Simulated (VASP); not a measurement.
# CuI (Marshite): how cutoff and mesh change the relaxed cell, part 2 of 2

Aim: test the relaxed volume of CuI (Marshite) against cutoff and mesh. The starting structure is a measured crystal structure from the Crystallography Open Database.

VASP 6.6.1.

Results so far: reference 26.27 Å³ an atom; a cutoff of 300 eV 26.00 Å³ an atom; a 4×4×4 mesh 26.39 Å³ an atom.

The database entry behind the starting cell differs from later determinations by our own check (about 0.15 % long (mineral sample)), so it need not match the best structure at ambient conditions.

## 5. Relaxation with a cutoff of 500 eV

Level of this step: PBEsol; plane waves and PAW (I, Cu) (VASP).

Against step 2 the input has ENCUT = 500. This run starts from the cell of an earlier relaxation, which isn't shown; the restart sets up the plane waves anew.

INCAR

```
SYSTEM = CuI
PREC = Accurate
ENCUT = 500
EDIFF = 1E-06
NELM = 100
ISMEAR = 0
SIGMA = 0.03
LREAL = .FALSE.
ALGO = Normal
GGA = PS
NBANDS = 15
LORBIT = 11
LWAVE = .FALSE.
LCHARG = .FALSE.
KPAR = 2
IBRION = 2
NSW = 50
ISIF = 3
EDIFFG = -0.01
```

POSCAR

```
CuI
1.0
    0.0000000000      2.9748023939      2.9748023939
    2.9748023939      0.0000000000      2.9748023939
    2.9748023939      2.9748023939      0.0000000000
I Cu
1 1
Direct
    0.0000000000      0.0000000000      0.0000000000
    0.7500000000      0.7500000000      0.7500000000
```

KPOINTS

```
Automatic mesh
0
Gamma
6 6 6
0 0 0
```

Potentials, in the order of the species: I and Cu (PBE family, release 64).

Launch:

```console
mpirun -np 2 vasp_std
```

Log:

```text
[... set-up lines as in an earlier step ...]
 entering main loop
       N       E                     dE             d eps       ncg     rms          rms(c)
DAV:   1     0.935827391021E+02    0.93583E+02   -0.74447E+03   480   0.124E+03
DAV:   2    -0.750228313558E+00   -0.94333E+02   -0.86202E+02   487   0.232E+02
DAV:   3    -0.649748402668E+01   -0.57473E+01   -0.56627E+01   662   0.632E+01
DAV:   4    -0.664954758342E+01   -0.15206E+00   -0.15201E+00   531   0.972E+00
[...]
DAV:  11    -0.631650728930E+01    0.76621E-04   -0.29091E-04   664   0.551E-01    0.416E-02
DAV:  12    -0.631651707781E+01   -0.97885E-05   -0.11636E-04   748   0.205E-01    0.446E-02
DAV:  13    -0.631651776727E+01   -0.68946E-06   -0.47673E-06   578   0.163E-02
   1 F= -.63165178E+01 E0= -.63165178E+01  d E =-.631652E+01
[... from here on, the cycles between the ionic steps are left out ...]
   2 F= -.63163303E+01 E0= -.63163303E+01  d E =0.187450E-03
   3 F= -.63164735E+01 E0= -.63164735E+01  d E =0.442223E-04
   4 F= -.63165034E+01 E0= -.63165034E+01  d E =0.143263E-04
   5 F= -.63165111E+01 E0= -.63165111E+01  d E =0.667654E-05
   6 F= -.63165143E+01 E0= -.63165143E+01  d E =0.343511E-05
   7 F= -.63165159E+01 E0= -.63165159E+01  d E =0.187859E-05
[...]
reached required accuracy - stopping structural energy minimisation
```

The job ended after 43 s (2 MPI ranks of AMD EPYC 7R43, shared host; peak memory 0.32 GiB; 84 s of CPU time).

OUTCAR, selected parts (step 5):

```text
  Total       -0.0038818     -0.0038818     -0.0038818      0.0000000      0.0000000      0.0000000
  in kB       -0.1181226     -0.1181226     -0.1181226      0.0000000      0.0000000      0.0000000
  external PRESSURE =      -0.1181226 kB  Pullay stress =       0.0000000 kB

 POSITION                                       TOTAL-FORCE (eV/Angst)
 -----------------------------------------------------------------------------------
      0.00000      0.00000      0.00000         0.000000      0.000000      0.000000
      4.46224      4.46224      4.46224        -0.000000     -0.000000     -0.000000
 -----------------------------------------------------------------------------------
    total drift:                               -0.000000     -0.000000     -0.000000

  FREE ENERGIE OF THE ION-ELECTRON SYSTEM (eV)
  ---------------------------------------------------
  free  energy   TOTEN  =        -6.3165158887 eV

  energy  without entropy=       -6.3165158887  energy(sigma->0) =       -6.31651589

[... 2 parts as in an earlier step ...]

[... 2 further parts left out ...]
[key lines of the parts left out:]
E-fermi :   5.0707
```

With a cutoff of 500 eV the cell ends at 26.326 Å³ an atom, +0.23 % from the reference.

## 6. Relaxation with an 8×8×8 mesh

Against step 2 the input has an 8×8×8 mesh. This run starts from the cell of an earlier relaxation, which isn't shown; the restart sets up the plane waves anew.

Edit INCAR of step 5 so:

```diff
@@ -2,3 +2,3 @@
 PREC = Accurate
-ENCUT = 500
+ENCUT = 450
 EDIFF = 1E-06
```

POSCAR

```
CuI
1.0
    0.0000000000      2.9719314693      2.9719314693
    2.9719314693      0.0000000000      2.9719314693
    2.9719314693      2.9719314693      0.0000000000
I Cu
1 1
Direct
    0.0000000000      0.0000000000      0.0000000000
    0.7500000000      0.7500000000      0.7500000000
```

KPOINTS

```
Automatic mesh
0
Gamma
8 8 8
0 0 0
```

Launch:

```console
mpirun -np 2 vasp_std
```

Log:

```text
[... set-up lines as in an earlier step ...]
 entering main loop
       N       E                     dE             d eps       ncg     rms          rms(c)
DAV:   1     0.894238056952E+02    0.89424E+02   -0.69394E+03   870   0.114E+03
DAV:   2    -0.113136926831E+01   -0.90555E+02   -0.83181E+02   898   0.227E+02
DAV:   3    -0.650607152619E+01   -0.53747E+01   -0.52884E+01  1164   0.610E+01
DAV:   4    -0.665392052473E+01   -0.14785E+00   -0.14778E+00  1018   0.945E+00
[...]
DAV:  12    -0.631866171237E+01   -0.37766E-05   -0.15736E-04  1403   0.281E-01    0.448E-02
DAV:  13    -0.631866273319E+01   -0.10208E-05   -0.87693E-06   982   0.212E-02    0.343E-02
DAV:  14    -0.631866182894E+01    0.90426E-06   -0.13165E-06   911   0.336E-02
   1 F= -.63186618E+01 E0= -.63186618E+01  d E =-.631866E+01
[...]
reached required accuracy - stopping structural energy minimisation
```

Wall time 22 s (2 MPI ranks); peak memory 0.29 GiB; 41 s of CPU time.

Parts of OUTCAR (step 6):

```text
  Total        0.0103481      0.0103481      0.0103481      0.0000000      0.0000000      0.0000000
  in kB        0.3158102      0.3158102      0.3158102      0.0000000      0.0000000      0.0000000
  external PRESSURE =       0.3158102 kB  Pullay stress =       0.0000000 kB

 POSITION                                       TOTAL-FORCE (eV/Angst)
 -----------------------------------------------------------------------------------
      0.00000      0.00000      0.00000        -0.000000     -0.000000     -0.000000
      4.45790      4.45790      4.45790         0.000000      0.000000      0.000000
 -----------------------------------------------------------------------------------
    total drift:                               -0.000001     -0.000001     -0.000001

  FREE ENERGIE OF THE ION-ELECTRON SYSTEM (eV)
  ---------------------------------------------------
  free  energy   TOTEN  =        -6.3186618289 eV

  energy  without entropy=       -6.3186618289  energy(sigma->0) =       -6.31866183

[... 1 part as in an earlier step ...]

[... 3 further parts left out ...]
[key lines of the parts left out:]
E-fermi :   5.1221
```

With an 8×8×8 mesh the cell ends at 26.249 Å³ an atom, -0.07 % from the reference.

## 7. The runs compared

```
               run  volume (Å³/atom)  change (%)  pressure left (GPa)  core minutes
         reference            26.266           -                 0.02           2.3
a cutoff of 300 eV            25.996       -1.03                 0.02          1.26
      a 4×4×4 mesh            26.385        0.45                -0.02          1.52
a cutoff of 500 eV            26.326        0.23                -0.01           2.3
     an 8×8×8 mesh            26.249       -0.07                 0.03           1.9
```

Core minutes are wall time times ranks, summed over the relaxations behind a row (those for a bulk modulus apart), on shared hosts.

## 8. Results

* volume of the reference: 26.27 Å³/atom
* volume against the reference, a cutoff of 300 eV: -1.03 %
* volume against the reference, a 4×4×4 mesh: +0.45 %
* volume against the reference, a cutoff of 500 eV: +0.23 %
* volume against the reference, an 8×8×8 mesh: -0.07 %

The volume moves most with a cutoff of 300 eV: -1.03 % against the reference (450 eV, 6×6×6 mesh). On finer settings it changes by +0.23 % with a cutoff of 500 eV and -0.07 % with an 8×8×8 mesh. The relaxations stop with up to 0.03 GPa left, which at a bulk modulus of 50 GPa, to name a scale, is 0.06 % of the volume. That understates it: a restart alone still moved the volume by up to 0.7 %. A cell that shrinks at the lower cutoff is the usual mark of Pulay stress, the error that a plane-wave basis makes when it is kept while the volume changes. Further runs on this material are not shown.

[Lines on the potential files, build, host, timing and source positions are cut from VASP's logs without a mark.]

[Logs are printed without paths, hosts, clocks, repeated set-up lines and the standing remarks that a program may print on its own settings, such as how far it seeks lower states.]

[Hosts, paths, dates, database ids (printed as entryN), source tags and the programs' standing remarks are cut or masked in the printed files.]
